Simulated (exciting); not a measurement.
Rh: band structure with PBE

Crystal: Rh.

```xyz
1
Lattice="0.0000 1.8979 1.8979 1.8979 0.0000 1.8979 1.8979 1.8979 0.0000" Properties=species:S:1:pos:R:3 pbc="T T T"
Rh    0.0000    0.0000    0.0000
```

```yaml
Program: exciting (release sodium)
Task: band structure
Functional: PBE
Potentials_or_basis: all-electron LAPW+lo, shipped species files, valence relativity iora*
rgkmax: 9
k_mesh: 12 × 12 × 12
Occupations: fermi-dirac, width 0.05 eV
Spin: no spin polarisation
outputlevel: normal
gmaxvr_cutoff_of_density_and_potential: 14 1/bohr
lmaxapw_and_lmaxmat: 10
lmaxvr: 8
nempty: 12
Valence_relativity: iora*
epsengy: 1e-05 Ha
epspot: 1e-05 Ha
maxscl: 60
Muffin-tin_radii: Rh 2.3 bohr
```

```yaml
Band_gap_on_the_k_mesh: none (metal or under the smearing width)
All_electrons_inside_the_program's_atomic_spheres: Rh 43.20 (radii Rh 2.3 bohr)
```

Levels at the corners of the path, in eV from the Fermi level:
| point | band 6 | band 7 | band 8 | band 9 | band 10 | band 11 |
| --- | --- | --- | --- | --- | --- | --- |
| Γ | -3.13 | -3.13 | -3.13 | -1.02 | -1.02 | 15.84 |
| X | -6.02 | 0.52 | 0.98 | 0.98 | 3.27 | 12.52 |
| W | -3.85 | -3.85 | -1.24 | 0.98 | 9.72 | 9.72 |
| K | -4.82 | -2.10 | -0.72 | 0.36 | 7.95 | 8.66 |
| Γ | -3.13 | -3.13 | -3.13 | -1.02 | -1.02 | 15.84 |
| L | -3.21 | -3.21 | 0.56 | 0.56 | 0.72 | 8.77 |
| U | -4.82 | -2.10 | -0.72 | 0.36 | 7.95 | 8.66 |
| W | -3.85 | -3.85 | -1.24 | 0.98 | 9.72 | 9.72 |
| L | -3.21 | -3.21 | 0.56 | 0.56 | 0.72 | 8.77 |
| K | -4.82 | -2.10 | -0.72 | 0.36 | 7.95 | 8.66 |
| U | -4.82 | -2.10 | -0.72 | 0.36 | 7.95 | 8.66 |
| X | -6.02 | 0.52 | 0.98 | 0.98 | 3.27 | 12.52 |

It took 20 s on 1 thread of Intel(R) Xeon(R) Platinum 8488C (Sapphire Rapids) (shared host), peak memory 0.1 GiB.

Caveat: the log's total energy holds no entropy term; the free energy is that total less TS from the occupations.
